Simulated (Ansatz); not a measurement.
# BaS: band gap under strain

How does strain move the band edges of BaS (rocksalt), and do the functionals agree on it? States: +2.5 % biaxial strain in x and y, free along z; -2.0 % strain along z alone; +4.0 % strain along x alone.

Code: Ansatz 0.2.0. PAW datasets, plane waves. The values are computed, spin-unpolarised, and not measurements.

## 1. The structure to begin with

The unstrained cell was relaxed with r2SCAN; in each strained cell the atoms were relaxed again with r2SCAN. Names of k-points are those of the unstrained zone, where strain can split equivalent points. First state: +2.5 % biaxial strain in x and y, free along z.

Space group I4/mmm (No. 139), tetragonal; conventional cell a = 4.656 Å, c = 6.370 Å, 34.52 Å³ an atom. Around Ba lie 6 S at 3.18–3.29 Å; around S lie 6 Ba at 3.18–3.29 Å.

Coordinates:

```cif
data_structure
_symmetry_space_group_name_H-M 'P 1'
_symmetry_Int_Tables_number 1
_cell_length_a 4.5805
_cell_length_b 4.5805
_cell_length_c 4.6557
_cell_angle_alpha 59.455
_cell_angle_beta 59.455
_cell_angle_gamma 61.089
_cell_volume 69.03
loop_
_atom_site_label
_atom_site_type_symbol
_atom_site_fract_x
_atom_site_fract_y
_atom_site_fract_z
_atom_site_occupancy
Ba1 Ba 0.00000 0.00000 0.00000 1
S1 S 0.50000 0.50000 0.50000 1
```

From earlier runs on the unstrained cell: PBE 2.23 eV, r2SCAN 2.58 eV, HSE06 3.14 eV, G0W0 3.47 eV (on its mesh); a = 6.424 Å.

## 2. +2.5 % biaxial strain in x and y, free along z: PBE

input.yaml reads:

```yaml
crystal:
  lattice:
    - [0.0, 3.2920907708, 3.18482795]
    - [3.2920907708, 0.0, 3.18482795]
    - [3.2920907708, 3.2920907708, 0.0]
  atoms:
    - { symbol: Ba, position: [0.0, 0.0, 0.0] }
    - { symbol: S, position: [0.5, 0.5, 0.5] }
kpoints:
  mp_grid: { grid: [8, 8, 8] }
  band_path:
    path:
      - [0.0, 0.0, 0.0]
      - [0.5, 0.0, 0.5]
      - [0.625, 0.25, 0.625]
      - [0.375, 0.375, 0.75]
      - [0.5, 0.5, 0.5]
      - [0.5, 0.25, 0.75]
      - [0.5, 0.5, 0.0]
    npoints: 1
hamiltonian:
  xc: pbe
scf:
  occupations: { method: fermi_dirac, width: 0.02 }
  n_extra_bands: 4
output:
  forces: true
  stress: true
  eigenvalues: true
```

Launch:

```bash
$ ansatz run input.yaml --threads 4 --pin off --max-ram 4608MiB --backend cpu --events-out ev --progress --plain --runs-dir out
```

Further steps of the session: +2.5 % biaxial strain in x and y, free along z: r2SCAN; +2.5 % biaxial strain in x and y, free along z: HSE06; +2.5 % biaxial strain in x and y, free along z: G0W0@PBE; -2.0 % strain along z alone: PBE; -2.0 % strain along z alone: r2SCAN; -2.0 % strain along z alone: HSE06; -2.0 % strain along z alone: G0W0@PBE; +4.0 % strain along x alone: PBE; +4.0 % strain along x alone: r2SCAN; +4.0 % strain along x alone: HSE06; +4.0 % strain along x alone: G0W0@PBE.

What does the calculation give?

**Answer**, as computed:

Least gap in eV (negative: overlap), with the change from the unstrained cell in brackets. G0W0 is on its own coarse mesh.

```
                                         state  volume change (%)           PBE        r2SCAN         HSE06          G0W0
+2.5 % biaxial strain in x and y, free along z               +4.2  2.21 (-0.02)  2.55 (-0.03)  3.12 (-0.02)  3.46 (-0.01)
                   -2.0 % strain along z alone               -2.0  2.15 (-0.08)  2.49 (-0.09)  3.06 (-0.08)  3.37 (-0.10)
                   +4.0 % strain along x alone               +4.0  2.25 (+0.02)  2.59 (+0.01)  3.15 (+0.01)  3.50 (+0.03)
```

The largest move of the HSE06 gap in the table is -0.081 eV, under -2.0 % strain along z alone. PBE and HSE06 differ by 0.91 eV on the unstrained gap, and by at most 0.00 eV on its change: PBE follows the response to strain far better than the gap itself. Spin-orbit coupling is left out of the table, though the cell holds Ba (Z = 56). The G0W0 figures hold for the stated bands, cutoff and mesh and aren't extrapolated.
